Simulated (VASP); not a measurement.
# AlN (P6_3mc) in VASP: notebook, part 2 of 2

VASP 6.6.1.

## 3. Relaxation of shape and atoms at fixed volume, LDA (a relaxed cell with its volume scaled by 0.97)

Input file INCAR:

```
PREC = Accurate ; ENCUT = 520
EDIFF = 1E-7 ; ISMEAR = 0
SIGMA = 0.02 ; LREAL = F
LASPH = T ; NELM = 80
ALGO = Normal ; ISIF = 4
LWAVE = F ; LCHARG = F
IBRION = 2 ; NSW = 80
EDIFFG = -0.002
```

Input file KPOINTS:

```
regular mesh
0
Gamma
  12 12 6
```

Input file POSCAR:

```
AlN                                     
1.0
    3.0605853542      0.0000000000      0.0000000000
   -1.5302926771      2.6505446653      0.0000000000
    0.0000000000      0.0000000000      4.8984455444
  Al              N             
     2     2
Direct
     0.3333333300000021    0.6666666699999979    0.9990168631311178
     0.6666666699999979    0.3333333300000021    0.4990168631311178
     0.3333333300000021    0.6666666699999979    0.3809831368688847
     0.6666666699999979    0.3333333300000021    0.8809831368688847
```

Potentials or basis: VASP PAW LDA potentials, release 64 (Al, N).

Run with:

```sh
> cat potpaw_LDA.64/Al/POTCAR potpaw_LDA.64/N/POTCAR > POTCAR
> mpirun -np 1 vasp_std > vasp.out
```

OUTCAR:

```text
PREC = Accurate
   ENCUT = 520
   EDIFF = 1E-7
   ISMEAR = 0
   LREAL = F
   LASPH = T
   NELM = 80
   ISIF = 4
   IBRION = 2
   NSW = 80
   EDIFFG = -0.002

 ion  position               nearest neighbor table
   1  0.333  0.667  0.999-   4 1.86   4 1.86   4 1.86   3 1.87   2 3.02   2 3.02   2 3.02   2 3.02
                             2 3.02   2 3.02
   2  0.667  0.333  0.499-   3 1.86   3 1.86   3 1.86   4 1.87   1 3.02   1 3.02   1 3.02   1 3.02
                             1 3.02   1 3.02
   3  0.333  0.667  0.381-   2 1.86   2 1.86   2 1.86   1 1.87
   4  0.667  0.333  0.881-   1 1.86   1 1.86   1 1.86   2 1.87

  LATTYP: Found a hexagonal cell.
 ALAT       =     3.0605853542
 C/A-ratio  =     1.6004930356

  Lattice vectors:

 A1 = (   3.0605853542,   0.0000000000,   0.0000000000)
 A2 = (  -1.5302926771,   2.6505446653,   0.0000000000)
 A3 = (   0.0000000000,   0.0000000000,   4.8984455444)

Analysis of symmetry for initial positions (statically):
=====================================================================
 Subroutine PRICEL returns:
 Original cell was already a primitive cell.

 Routine SETGRP: Setting up the symmetry group for a
 hexagonal supercell.

 Subroutine GETGRP returns: Found 12 space group operations
 (whereof  6 operations were pure point group operations)
 out of a pool of 24 trial point group operations.

The static configuration has the point symmetry C_3v.
[... 320 lines left out ...]
--------------------------------------- Ionic step        5  -------------------------------------------

 number of electron      15.9999997 magnetization

 Free energy of the ion-electron system (eV)
  ---------------------------------------------------
  ext. energy  EPLUGINS =         0.00000000
  ---------------------------------------------------
  free energy    TOTEN  =       -32.81520487 eV

  energy without entropy =      -32.81520487  energy(sigma->0) =      -32.81520487

 E-fermi :   6.5190     XC(G=0): -11.4639

 val. band max:        6.4056889466   @ k =   0.0000   0.0000   0.0000
 cond. band min:      11.0613708439   @ k =   0.0000   0.0000   0.0000
 fundamental gap:      4.6556818972
 Fermi energy:         6.5189550720

 k-point     1 :       0.0000    0.0000    0.0000
  band No.  band energies     occupation
      1      -8.9571      2.00000
      2      -6.5639      2.00000
      3       0.1151      2.00000
      4       5.4714      2.00000
      5       5.4714      2.00000
      6       6.1452      2.00000
      7       6.1452      2.00000
      8       6.4057      2.00000
      9      11.0614      0.00000
     10      13.3404      0.00000
     11      17.2870      0.00000
     12      17.6606      0.00000
[... 331 lines left out ...]
 k-point    24 :       0.3333   -0.0000    0.1667
  band No.  band energies     occupation
      1      -7.5113      2.00000
      2      -6.1184      2.00000
      3       1.2596      2.00000
      4       2.3100      2.00000
      5       2.9158      2.00000
      6       4.5196      2.00000
      7       5.5685      2.00000
      8       5.6979      2.00000
      9      12.3334      0.00000
     10      13.0891      0.00000
     11      15.1757      0.00000
     12      16.7821      0.00000

 [... further k-points ...]
[... 5 lines left out ...]
  --------------------------------------------------------------------------------------
  -------------------------------------------------------------------------------------
  Total        1.6883896      1.6883896      1.6882211      0.0000000     -0.0000000      0.0000000
  in kB       68.0746379     68.0746378     68.0678427      0.0000000     -0.0000000      0.0000000
  external PRESSURE =      68.0723728 kB  Pullay stress =       0.0000000 kB
[... 19 lines left out ...]
  FREE ENERGIE OF THE ION-ELECTRON SYSTEM (eV)
  ---------------------------------------------------
  free  energy   TOTEN  =       -32.8152048723 eV

  energy  without entropy=      -32.8152048723  energy(sigma->0) =      -32.81520487

 reached required accuracy - stopping structural energy minimisation
```

OSZICAR:

```text
N       E                     dE             d eps       ncg     rms          rms(c)
DAV:   1     0.477211590992E+02    0.47721E+02   -0.77047E+03  1832   0.119E+03
DAV:   2    -0.343455740573E+02   -0.82067E+02   -0.76436E+02  2588   0.218E+02
DAV:   3    -0.380632680135E+02   -0.37177E+01   -0.37012E+01  2388   0.494E+01
[... 33 lines left out ...]
DAV:   1    -0.328152035600E+02   -0.18026E-04   -0.33627E-03  1824   0.535E-01    0.852E-03
DAV:   2    -0.328152061815E+02   -0.26215E-05   -0.46511E-05  2140   0.581E-02    0.570E-03
DAV:   3    -0.328152049727E+02    0.12088E-05   -0.13456E-06  2196   0.133E-02    0.228E-03
DAV:   4    -0.328152048746E+02    0.98111E-07   -0.10588E-06  1916   0.898E-03    0.847E-04
DAV:   5    -0.328152048723E+02    0.22975E-08   -0.74666E-08   924   0.278E-03
   5 F= -.32815205E+02 E0= -.32815205E+02  d E =-.202782E-04
```

CONTCAR:

```text
AlN
   1.00000000000000
     3.0628934144960378    0.0000000000000000    0.0000000000000000
    -1.5314467072480189    2.6525435039562537   -0.0000000000000000
    -0.0000000000000000    0.0000000000000000    4.8910658247776686
  Al              N
     2     2
Direct
     0.3333333300000021    0.6666666699999979    0.9986883437561810
     0.6666666699999979    0.3333333300000021    0.4986883437561810
     0.3333333300000021    0.6666666699999979    0.3813116562438216
     0.6666666699999979    0.3333333300000021    0.8813116562438216

  0.00000000E+00  0.00000000E+00  0.00000000E+00
  0.00000000E+00  0.00000000E+00  0.00000000E+00
  0.00000000E+00  0.00000000E+00  0.00000000E+00
  0.00000000E+00  0.00000000E+00  0.00000000E+00
```

It took 32 s on 1 thread of Intel Xeon Platinum 8488C (Sapphire Rapids), shared host; peak memory 0.15 GiB.

Results:

* Free energy: -32.8152 eV
* Energy gained by relaxing: 0.0 meV/atom
* Ionic steps: 5
* Pressure after relaxing: 6.8 GPa
* Band gap on the k mesh: 4.66 eV, direct

Step by step:
| step | energy change (eV) | largest force (eV/Å) | pressure (GPa) | volume (Å³) |
| --- | --- | --- | --- | --- |
| 1 | 0.0000 | 0.0128 | 6.85 | 39.74 |
| 2 | -0.0001 | 0.0155 | 6.82 | 39.74 |
| 3 | -0.0001 | 0.0170 | 6.81 | 39.74 |
| 4 | -0.0001 | 0.0165 | 6.80 | 39.74 |
| 5 | -0.0001 | 0.0000 | 6.81 | 39.74 |

Final structure:
```yaml
crystal:
  lattice:
    - [3.06289, 0.00000, 0.00000]
    - [-1.53145, 2.65254, 0.00000]
    - [0.00000, 0.00000, 4.89107]
  atoms:
    - { symbol: Al, position: [0.33333, 0.66667, 0.99869] }
    - { symbol: Al, position: [0.66667, 0.33333, 0.49869] }
    - { symbol: N, position: [0.33333, 0.66667, 0.38131] }
    - { symbol: N, position: [0.66667, 0.33333, 0.88131] }
```

A k mesh can miss the band edges.
